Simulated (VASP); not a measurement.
Wanted: the native input for a VASP 6.6.1 run.

```yaml
Task: electric field gradients
Functional: PBE
Potentials_or_basis: VASP PAW PBE potentials, release 64 (Hf_pv)
Cutoff: 520 eV
k_mesh: 16 × 16 × 16
Occupations: fermi-dirac, width 0.08 eV
Spin: no spin polarisation
Dipole_correction: no
Further_INCAR_settings: ALGO = Normal; EDIFF = 1e-08; NBANDS = 11
```

The structure of Hf lies in POSCAR:

```
Hf
1.0
   -1.7916129179      1.7916129179      1.8320750000
    1.7916129179     -1.7916129179      1.8320750000
    1.7916129179      1.7916129179     -1.8320750000
Hf
1
Direct
    0.0000000000      0.0000000000      0.0000000000
```

This isn't the form of Hf at room conditions, which is hcp.

The cell isn't the ideal one: z stretched by +1.5 % at fixed volume, PAW files.

The input as run:

INCAR

```
PREC = Accurate
ENCUT = 520
EDIFF = 1E-8
ISMEAR = -1
SIGMA = 0.08
LREAL = False
LASPH = True
NELM = 100
ALGO = Normal
ISIF = 2
LWAVE = False
LCHARG = False
GGA = PE
LEFG = True
NBANDS = 11
```

KPOINTS

```
Automatic mesh
0
Gamma
  16 16 16
```

Potentials or basis: VASP PAW PBE potentials, release 64 (Hf_pv).

Run with:

```sh
$ cat potpaw_PBE.64/Hf_pv/POTCAR > POTCAR
$ mpirun -np 1 vasp_std > vasp.out
```

It gave:

* Pressure: -5.1 GPa
* Band gap on the k mesh: none (metal or under the smearing width)

Wall time 22 s on 1 thread of Intel(R) Xeon(R) 6975P-C (Granite Rapids), on a shared host, peak memory 0.21 GiB.
